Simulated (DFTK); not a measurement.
P:

```xyz
2
Lattice="1.7257 0.9963 3.1297 -1.7257 0.9963 3.1297 0.0000 -1.9927 3.1297" Properties=species:S:1:pos:R:3 pbc="T T T"
P     0.0000    0.0000    7.2570
P     0.0000    0.0000    2.1321
```

This isn't the form of P at room conditions, which is orthorhombic.

| Quantity | Value |
| --- | --- |
| Program | DFTK 0.8.2 |
| Task | single point |
| Functional | PBE |
| Potentials or basis | dojo.nc.sr.pbe.v0_4_1.standard.upf (PBE) |
| Cutoff | 762 eV |
| k mesh | 9 × 9 × 9 |
| Occupations | fermi-dirac, width 0.05 eV |
| Spin | no spin polarisation |

On this cell: pressure 1.9 GPa; largest force 0.250 eV/Å; band gap on the k mesh none (metal or under the smearing width).

The same run follows on a disturbed copy (atoms moved at random, drawn with an rms of 0.05 Å):

```
P
1.0
     1.72573    0.99635    3.12968
    -1.72573    0.99635    3.12968
     0.00000   -1.99270    3.12968
P
2
Direct
  0.76363 0.77121 0.76339
  0.22196 0.22899 0.22684
```

What changes?

The energy (extrapolated to zero smearing) moves by -0.6 meV/atom; pressure 0.1 GPa; largest force 0.207 eV/Å; band gap on the k mesh none (metal or under the smearing width).

Forces on the atoms (eV/Å):
```
P    0.004 -0.043  0.203
P   -0.004  0.043 -0.203
```

Stress tensor (GPa, compression positive):
```
 0.94 -0.01 -0.01
-0.01  0.84  0.17
-0.01  0.17 -1.42
```
